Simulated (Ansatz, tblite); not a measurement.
# Li2O with GFN2-xTB from a Python script

These are simulated results from tblite 0.8.0, not measurements. The cell was built from a prototype and was relaxed with r2SCAN in plane waves (Ansatz 0.2.0). Not every such cell is a known phase. All runs are without spin polarisation.

It is cubic, Fm-3m (No. 225); a = 4.573 Å in the conventional setting, 7.97 Å³ an atom. Around O lie 8 Li at 1.98 Å; around Li lie 4 O at 1.98 Å.

tblite solves periodic systems at the zone centre alone, so the script builds a cluster of 2×2×2 conventional cells (96 atoms), which folds in a coarse mesh of k points.

run.py reads:

```python
import json
from ase import Atoms
from ase.build import make_supercell
from ase.units import Bohr, GPa, Hartree
from tblite.interface import Calculator

atoms = Atoms(['O', 'Li', 'Li'],
              cell=[[0.0, 2.28636846, 2.28636846], [2.28636846, 0.0, 2.28636846], [2.28636846, 2.28636846, 0.0]],
              scaled_positions=[[0.0, 0.0, 0.0], [0.25, 0.25, 0.25], [0.75, 0.75, 0.75]],
              pbc=True)
cluster = make_supercell(atoms, [[-2, 2, 2], [2, -2, 2], [2, 2, -2]])
calc = Calculator('GFN2-xTB', cluster.numbers, cluster.positions / Bohr, lattice=cluster.cell[:] / Bohr, periodic=cluster.pbc)
calc.set('temperature', 0.02 / Hartree)
calc.set('max-iter', 150)
res = calc.singlepoint()
levels = res.get('orbital-energies') * Hartree
nv = round(res.get('orbital-occupations').sum() / 2)
cells = len(cluster) // len(atoms)
out = {'energy_per_cell': res.get('energy') * Hartree / cells, 'homo': levels[nv - 1], 'lumo': levels[nv],
       'stress': (-res.get('virial') * Hartree / cluster.get_volume() / GPa).tolist(), 'charges': res.get('charges')[:len(atoms)].tolist(), 'electrons': 2 * nv / cells}
json.dump(out, open('results.json', 'w'))
for key, value in out.items():
    print(key, value)
```

Command: `python run.py`. It took 23 s on 1 thread of Arm Neoverse N1, on a shared host, peak memory 0.12 GiB.

What it printed:

```
------------------------------------------------------------
  cycle        total energy    energy error   density error
------------------------------------------------------------
      1     -130.2665876956  -1.3174850E+02   3.5636644E-01
      2     -147.6777442759  -1.7411157E+01   7.1131998E-02
      3     -148.2867355853  -6.0899131E-01   4.1280886E-02
      4     -148.2974044593  -1.0668874E-02   5.8580880E-03
      5     -148.3030172858  -5.6128265E-03   3.3838130E-03
      6     -148.3039853120  -9.6802617E-04   2.3363438E-03
      7     -148.3048591929  -8.7388093E-04   2.2429784E-04
      8     -148.3048643516  -5.1586765E-06   1.0060105E-05
      9     -148.3048643682  -1.6606378E-08   3.7666347E-06
------------------------------------------------------------

 total:                                  21.661 sec
energy_per_cell -126.11190355044171
homo -15.407585967492032
lumo -15.40758596748742
stress [[14.131489893238767, -2.135119133413663e-06, -2.1351177026218003e-06], [-2.1351191337907713e-06, 14.131489893240317, -2.1350978710258922e-06], [-2.1351177025372774e-06, -2.1350978710414336e-06, 14.13148989323557]]
charges [-0.398978404178719, 0.1994978295630002, 0.1994771368810263]
electrons 8.0
```

The cycle table is in hartree for the whole cluster, and the lines after it are in eV (the energy for one cell). The printed stress is in GPa and positive in compression, and the pressure is its mean diagonal.

GFN2-xTB gives no gap at the points read. On the same cell, plane-wave PBE (Ansatz, 10×10×10 k points and the special points) gives a gap of 5.05 eV and r2SCAN a gap of 5.77 eV; on shared hosts these took about 2 and 4 core-seconds on the 3-atom cell, against 23 for the script. Semilocal gaps usually lie below measured ones. This method closes a gap that PBE finds, a failure in kind.

The same script was run on cells scaled at fixed shape and fractional coordinates:

| volume (Å³/atom) | energy (meV/atom) | pressure (GPa, positive in compression) | gap (eV) |
| --- | --- | --- | --- |
| 7.01 | 127.0 | 29.97 | 0.00 |
| 7.49 | 51.8 | 20.90 | 0.00 |
| 7.97 | 0.0 | 14.13 | 0.00 |
| 8.45 | -34.3 | 9.08 | 0.00 |
| 8.92 | -55.5 | 5.31 | 0.00 |

The minimum lies beyond the largest of these volumes.

xTB was fitted mostly to molecules, and a small cluster samples few k points, so gaps, pressures and kinks along a curve can be far from a solid's.
